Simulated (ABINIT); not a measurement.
HgTe (Coloradoite): single point with PBE

The system is HgTe (Coloradoite).

```
Hg Te
1.0
     0.00000    3.21450    3.21450
     3.21450    0.00000    3.21450
     3.21450    3.21450    0.00000
Hg Te
1 1
Cartesian
  0.0000 0.0000 0.0000
  4.8217 4.8217 4.8217
```

```yaml
Program: ABINIT 10.8.3 (patched build)
Task: single point
Functional: PBE
Potentials_or_basis: PseudoDojo NC SR PBE v0.4.1 standard
Cutoff: 952 eV
k_mesh: 5 × 5 × 5
Occupations: fermi-dirac, width 0.05 eV
Spin: no spin polarisation
```

- Pressure: 4.7 GPa
- Band gap on the k mesh: none (metal or under the smearing width)
- Valence electrons inside the program's atomic spheres: Hg 16.51; Te 11.94

Levels at points of the mesh, in eV from the Fermi level:
```
           k point  band 14  band 15  band 16  band 17  band 18  band 19  band 20  band 21  band 22
(0.00, 0.00, 0.00)    -6.93    -6.93    -0.73    -0.03    -0.03    -0.03     4.18     4.18     4.18
```

Run time: 14 s on 4 MPI ranks on Arm Neoverse V2, with other jobs on the host, peak memory 0.32 GiB a rank.

The run has no spin-orbit coupling, so splittings on Hg, Te are missing.
